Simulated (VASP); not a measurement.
# Ge (Pm-3m) in VASP: further runs

The runs below take Ge through single point, with PBE.

Everything below comes from runs of VASP 6.6.1. Logs are shortened: lines on timing, memory, paths and dates and some standing lists are left out, and cuts for length are marked.

**1. The undisturbed crystal**

Symmetry: Pm-3m, No. 221, cubic system. The conventional cell has a = 2.710 Å, b = 2.710 Å, c = 2.710 Å, α = 90.00°, β = 90.00°, γ = 90.00°. Ge (site symmetry m-3m) has 6 Ge at 2.71 Å as nearest neighbours.

The cell was built by a generator and needn't be a form met in nature.

**2. Single point, PBE, 19.90 Å³/atom (strain = -0.04)**

Input file INCAR:

```
  PREC = Accurate
  ENCUT = 520
  EDIFF = 1E-7
  ISMEAR = -1
  SIGMA = 0.05
  LREAL = False
  LASPH = True
  NELM = 60
  ALGO = Normal
  ISIF = 2
  LWAVE = False
  LCHARG = True
  GGA = PE
  LELF = True
  LVHAR = True
  NBANDS = 13
```

Input file KPOINTS:

```
regular mesh
0
Gamma
  10 10 10
```

Input file POSCAR:

```
Ge
1.0
    2.7104700000     -0.0542094000      0.0000000000
   -0.0542094000      2.7104700000      0.0000000000
    0.0000000000      0.0000000000      2.7104700000
Ge
1
Direct
    0.0000000000      0.0000000000      0.0000000000
```

Potentials or basis: VASP PAW PBE potentials, release 64 (Ge_d).

The run is started by

```bash
$ cat potpaw_PBE.64/Ge_d/POTCAR > POTCAR
$ mpirun -np 1 vasp_std > vasp.out
```

OUTCAR:

```text
PREC = Accurate
   ENCUT = 520
   EDIFF = 1E-7
   ISMEAR = -1
   LREAL = False
   LASPH = True
   NELM = 60
   ISIF = 2
   GGA = PE

 ion  position               nearest neighbor table
   1  0.000  0.000  0.000-

  LATTYP: Found a base centered orthorhombic cell.
 ALAT       =     3.7565197657
 B/A-ratio  =     1.0408163265
 C/A-ratio  =     0.7215375318

  Lattice vectors:

 A1 = (   2.7104700000,  -0.0542094000,   0.0000000000)
 A2 = (  -0.0542094000,   2.7104700000,   0.0000000000)
 A3 = (   0.0000000000,   0.0000000000,   2.7104700000)

Analysis of symmetry for initial positions (statically):
=====================================================================
 Subroutine PRICEL returns:
 Original cell was already a primitive cell.

 Routine SETGRP: Setting up the symmetry group for a
 base centered orthorhombic supercell.

 Subroutine GETGRP returns: Found  8 space group operations
 (whereof  8 operations were pure point group operations)
 out of a pool of  8 trial point group operations.

The static configuration has the point symmetry D_2h.

Analysis of symmetry for dynamics (positions and initial velocities):
=====================================================================
 Subroutine PRICEL returns:
 Original cell was already a primitive cell.

 Routine SETGRP: Setting up the symmetry group for a
 base centered orthorhombic supercell.

 Subroutine GETGRP returns: Found  8 space group operations
 (whereof  8 operations were pure point group operations)
 out of a pool of  8 trial point group operations.

The dynamic configuration has the point symmetry D_2h.

 Subroutine INISYM returns: Found  8 space group operations
 (whereof  8 operations are pure point group operations),
 and found     1 'primitive' translations

----------------------------------------------------------------------------------------

                                     Primitive cell

  volume of cell :      19.9049

  direct lattice vectors                    reciprocal lattice vectors
     2.710470000 -0.054209400  0.000000000     0.369087339  0.007381747  0.000000000
    -0.054209400  2.710470000  0.000000000     0.007381747  0.369087339  0.000000000
     0.000000000  0.000000000  2.710470000     0.000000000  0.000000000  0.368939704

  length of vectors
     2.711012040  2.711012040  2.710470000     0.369161149  0.369161149  0.368939704

  position of ions in fractional coordinates (direct lattice)
     0.000000000  0.000000000  0.000000000

  ion indices of the primitive-cell ions
   primitive index   ion index
                 1           1

----------------------------------------------------------------------------------------

 KPOINTS: regular mesh

Automatic generation of k-mesh.
 Grid dimensions read from file:
 generate k-points for:   10   10   10

 Generating k-lattice:

  Cartesian coordinates                     Fractional coordinates (reciprocal lattice)
     0.036908734  0.000738175  0.000000000     0.100000000 -0.000000000  0.000000000
     0.000738175  0.036908734  0.000000000    -0.000000000  0.100000000  0.000000000
     0.000000000  0.000000000  0.036893970     0.000000000  0.000000000  0.100000000

  Length of vectors
     0.036916115  0.036916115  0.036893970

  Shift w.r.t. Gamma in fractional coordinates (k-lattice)
     0.000000000  0.000000000  0.000000000

 Subroutine IBZKPT returns following result:
 ===========================================

 Found    186 irreducible k-points:

 Following reciprocal coordinates:
            Coordinates               Weight
  0.000000  0.000000  0.000000      1.000000
  0.100000 -0.000000  0.000000      4.000000
  0.200000 -0.000000  0.000000      4.000000
  0.300000  0.000000  0.000000      4.000000
  0.400000 -0.000000  0.000000      4.000000
  0.500000 -0.000000  0.000000      2.000000
[... 16 lines left out ...]
  0.300000  0.300000  0.000000      2.000000
  0.400000  0.300000  0.000000      4.000000
 [... further k-points ...]
   k-points           NKPTS =    186   k-points in BZ     NKDIM =    186   number of bands    NBANDS=     13
   number of dos      NEDOS =    301   number of ions     NIONS =      1
   total plane-waves  NPLWV =   8000
   dimension x,y,z NGX =    20 NGY =   20 NGZ =   20
   dimension x,y,z NGXF=    40 NGYF=   40 NGZF=   40
   ions per type =               1
   NGX,Y,Z   is equivalent  to a cutoff of  12.26, 12.26, 12.27 a.u.
   NGXF,Y,Z  is equivalent  to a cutoff of  24.53, 24.53, 24.53 a.u.
 SYSTEM =  unknown system
   PREC   = accura    normal or accurate (medium, high low for compatibility)
   ISTART =      0    job   : 0-new  1-cont  2-samecut
   ICHARG =      2    charge: 1-file 2-atom 10-const
   ISPIN  =      1    spin polarized calculation?
   LNONCOLLINEAR =      F non collinear calculations
   LSORBIT =      F    spin-orbit coupling
   LASPH  =      T    aspherical Exc in radial PAW
   ENCUT  =  520.0 eV  38.22 Ry    6.18 a.u.   5.04  5.04  5.04*2*pi/ulx,y,z
   NELM   =     60;   NELMIN=  2; NELMDL= -5     # of ELM steps
   EDIFF  = 0.1E-06   stopping-criterion for ELM
   LREAL  =      F    real-space projection
   EDIFFG = 0.1E-05   stopping-criterion for IOM
   NSW    =      0    number of steps for IOM
   IBRION =     -1    ionic relax: 0-MD 1-quasi-New 2-CG
   NFREE  =      0    steps in history (QN), initial steepest desc. (CG)
   ISIF   =      2    stress and relaxation
   ISYM   =      2    0-nonsym 1-usesym 2-fastsym
   POTIM  = 0.5000    time-step for ionic-motion
   TEBEG  =    0.0;   TEEND  =   0.0 temperature during run
   PSTRESS=    0.0 pullay stress
   NELECT =      14.0000    total number of electrons
   NUPDOWN=      -1.0000    fix difference up-down
   EMIN   =  10.00;   EMAX   =-10.00  energy-range for DOS
   EFERMI =   0.00;   METHOD = LEGACY
   ISMEAR =    -1;   SIGMA  =   0.05  broadening in eV -4-tet -1-fermi 0-gaus
   EFERMI_NEDOS =   21; number of points for ismear=-14 and -15
   IALGO  =     38    algorithm
   IMIX   =      4    mixing-type and parameters
     AMIX     =   0.40;   BMIX     =  1.00
     AMIX_MAG =   1.60;   BMIX_MAG =  1.00
  volume/ion in A,a.u.               =      19.90       134.32
  Fermi-wavevector in a.u.,A,eV,Ry     =   1.455898  2.751247 28.839422  2.119638
  Thomas-Fermi vector in A             =   2.572879
   LORBIT       =      0    0 simple, 1 ext, 2 COOP (PROOUT), +10 PAW based schemes
   GGA     = PE    functional components
   LHFCALC =     F    Hartree Fock is set to
   AEXX    =    0.0000 exact exchange contribution
   IVDW    =     0    specifies the selected vdW correction
   LEPSILON=     F    determine dielectric tensor
   LRPA    =     F    only Hartree local field effects (RPA)
 non-spin polarized calculation
  energy-cutoff  :      520.00
  volume of cell :       19.90
 maximum number of plane-waves:       548
   NGX = 11   NGY = 11   NGZ = 11

 number of electron      13.9999975 magnetization

 Free energy of the ion-electron system (eV)
  ---------------------------------------------------
  ext. energy  EPLUGINS =         0.00000000
  ---------------------------------------------------
  free energy    TOTEN  =        -4.30194825 eV

  energy without entropy =       -4.29905553  energy(sigma->0) =       -4.30050189

 E-fermi :   5.9143     XC(G=0): -10.9124

 val. band max:        5.8377943731   @ k =   0.5000   0.4000   0.5000
 cond. band min:       5.9290090944   @ k =  -0.3000   0.2000   0.3000
 fundamental gap:      0.0912147213
 Fermi energy:         5.9142635644

 k-point     1 :       0.0000    0.0000    0.0000
  band No.  band energies     occupation
      1     -18.7529      2.00000
      2     -18.7526      2.00000
      3     -18.5133      2.00000
      4     -18.5113      2.00000
      5     -18.5067      2.00000
      6      -6.8118      2.00000
      7      12.4118      0.00000
      8      12.5072      0.00000
      9      12.6386      0.00000
     10      15.9444      0.00000
     11      15.9670      0.00000
     12      18.3707      0.00000
     13      33.0989      0.00000

 k-point     2 :       0.1000   -0.0000    0.0000
  band No.  band energies     occupation
      1     -18.7514      2.00000
      2     -18.7347      2.00000
      3     -18.5173      2.00000
      4     -18.5173      2.00000
      5     -18.5082      2.00000
      6      -6.6163      2.00000
      7      10.1863      0.00000
      8      12.6943      0.00000
      9      12.7077      0.00000
     10      16.1270      0.00000
     11      17.3884      0.00000
     12      19.7880      0.00000
     13      30.2120      0.00000

 k-point     3 :       0.2000   -0.0000    0.0000
  band No.  band energies     occupation
      1     -18.7481      2.00000
      2     -18.6872      2.00000
      3     -18.5329      2.00000
      4     -18.5323      2.00000
      5     -18.5078      2.00000
      6      -6.0337      2.00000
      7       6.9463      0.00000
      8      13.2270      0.00000
      9      13.2354      0.00000
     10      16.6515      0.00000
     11      18.2205      0.00000
     12      23.5923      0.00000
     13      27.1800      0.00000
[... 305 lines left out ...]
 k-point    23 :       0.3000    0.3000    0.0000
  band No.  band energies     occupation
      1     -18.6817      2.00000
      2     -18.6048      2.00000
      3     -18.5526      2.00000
      4     -18.5495      2.00000
      5     -18.5448      2.00000
      6      -3.2556      2.00000
      7       4.9314      2.00000
      8       5.8047      1.79895
      9      15.6673      0.00000
     10      15.8778      0.00000
     11      20.3438      0.00000
     12      26.0749      0.00000
     13      26.6768      0.00000

 k-point    24 :       0.4000    0.3000    0.0000
  band No.  band energies     occupation
      1     -18.6717      2.00000
      2     -18.6255      2.00000
      3     -18.5626      2.00000
      4     -18.5452      2.00000
      5     -18.5096      2.00000
      6      -2.0471      2.00000
      7       2.9457      2.00000
      8       6.4442      0.00005
      9      13.5542      0.00000
     10      16.5249      0.00000
     11      21.5778      0.00000
     12      24.4573      0.00000
     13      24.8499      0.00000

 [... further k-points ...]

------------------------ aborting loop because EDIFF is reached ----------------------------------------

  FORCE on cell =-STRESS in cart. coord.  units (eV):
  Direction    XX          YY          ZZ          XY          YZ          ZX
  --------------------------------------------------------------------------------------
  -------------------------------------------------------------------------------------
  Total       -0.0359886     -0.0359886     -0.1028835      0.0976506      0.0000000      0.0000000
  in kB       -2.8967770     -2.8967770     -8.2812546      7.8600548      0.0000000      0.0000000
  external PRESSURE =      -4.6916029 kB  Pullay stress =       0.0000000 kB

 VOLUME and BASIS-vectors are now :
 -----------------------------------------------------------------------------
  energy-cutoff  :      520.00
  volume of cell :       19.90
      direct lattice vectors                 reciprocal lattice vectors
     2.710470000 -0.054209400  0.000000000     0.369087339  0.007381747  0.000000000
    -0.054209400  2.710470000  0.000000000     0.007381747  0.369087339  0.000000000
     0.000000000  0.000000000  2.710470000     0.000000000  0.000000000  0.368939704

 POSITION                                       TOTAL-FORCE (eV/Angst)
 -----------------------------------------------------------------------------------
      0.00000      0.00000      0.00000         0.000000      0.000000      0.000000
 -----------------------------------------------------------------------------------
    total drift:                               -0.000000      0.000000      0.000000

  FREE ENERGIE OF THE ION-ELECTRON SYSTEM (eV)
  ---------------------------------------------------
  free  energy   TOTEN  =        -4.3019482496 eV

  energy  without entropy=       -4.2990555282  energy(sigma->0) =       -4.30050189
```

Wall time 12 s (1 thread of Intel Xeon 6975P-C (Granite Rapids), shared host); peak memory 0.16 GiB.

Results:

```
Free energy            : -4.3019 eV
Pressure               : -0.5 GPa
Band gap on the k mesh : none (metal or under the smearing width)
```

**3. Single point, PBE, 19.91 Å³/atom (strain = -0.02)**

INCAR is that of step 2.

KPOINTS is that of step 2.

Input file POSCAR:

```
Ge
1.0
    2.7104700000     -0.0271047000      0.0000000000
   -0.0271047000      2.7104700000      0.0000000000
    0.0000000000      0.0000000000      2.7104700000
Ge
1
Direct
    0.0000000000      0.0000000000      0.0000000000
```

Potentials or basis: VASP PAW PBE potentials, release 64 (Ge_d).

The run is started by

```bash
$ cat potpaw_PBE.64/Ge_d/POTCAR > POTCAR
$ mpirun -np 1 vasp_std > vasp.out
```

It took 10 s on 1 thread of Intel Xeon 6975P-C (Granite Rapids), shared host; peak memory 0.15 GiB.

Results (log left out):

* Free energy: -4.3032 eV
* Pressure: -0.5 GPa
* Band gap on the k mesh: none (metal or under the smearing width)
